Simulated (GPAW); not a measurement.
SnO in GPAW: the effect of functional

The system is SnO.

```xyz
4
Lattice="3.8137 0.0000 0.0000 0.0000 3.8137 0.0000 0.0000 0.0000 4.8869" Properties=species:S:1:pos:R:3 pbc="T T T"
Sn    1.9068    0.0000    3.7367
Sn    0.0000    1.9068    1.1503
O     0.0000    0.0000    0.0000
O     1.9068    1.9068    0.0000
```

The cell is a database's computed one.

Alike in all runs:

| Item | Value |
| --- | --- |
| Program | GPAW 26.7.0 |
| Task | dielectric tensor |
| Cutoff | 550 eV |
| Basis | pw |
| k mesh | 6 × 6 × 5 |
| Occupations | fermi-dirac, width 0.001 eV |
| Spin | no spin polarisation |

Problem. One run gave: dielectric constant 6.25 mean. Which functional did it use?
A. RPBE
B. PBEsol
C. GLLB-SC

Solution. C.

```csv
functional,potentials or basis,dielectric constant (mean)
RPBE,the program's PAW data sets (release 1.2.1) made for this functional,7.16
GLLB-SC,the program's PAW data sets (release 1.2.1) made for this functional,6.25
PBEsol,PAW data sets generated in the run's folder for this functional,7.51
```

Caveats: the long-wavelength limit can be off by a per cent or two; a model potential gives levels but no total energy (some runs); response on these states lacks terms of the Hamiltonian (some runs).

Runs at the PBE level aren't shown here.
